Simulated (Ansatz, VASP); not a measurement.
# Two plane-wave programs on Ir

```
Ir
1.0
     0.00000    1.93868    1.93868
     1.93868    0.00000    1.93868
     1.93868    1.93868    0.00000
Ir
1
Direct
  0.00000 0.00000 0.00000
```

Alike in both runs: task single point; functional LDA; k mesh 22 × 22 × 22; occupations gaussian, width 0.15 eV; no spin polarisation.

```csv
,VASP,Ansatz
version,VASP 6.6.1,Ansatz 0.2.0
potentials or method,"VASP PAW LDA potentials, release 64 (Ir)","scalar-relativistic, plane waves, PAW"
plane-wave cutoff (eV),520,420
valence electrons in the cell,9,17
```

```tsv
	VASP	Ansatz	Ansatz less VASP
gap on the k mesh at the Fermi level (eV)	none	none	-
pressure (GPa)	-16.2	-18.3	-2.07
```

A gap of «none» marks a metal or a gap that the smearing closes. The two sets of potentials don't hold the same shells in valence. Ansatz warned: «pseudo_functional_mismatch».

Caveats: so large a pressure means that the cell lies far from this level's equilibrium, or that cutoff or potentials fall short (VASP). Spin-orbit coupling is left out, which matters for the levels of Ir.
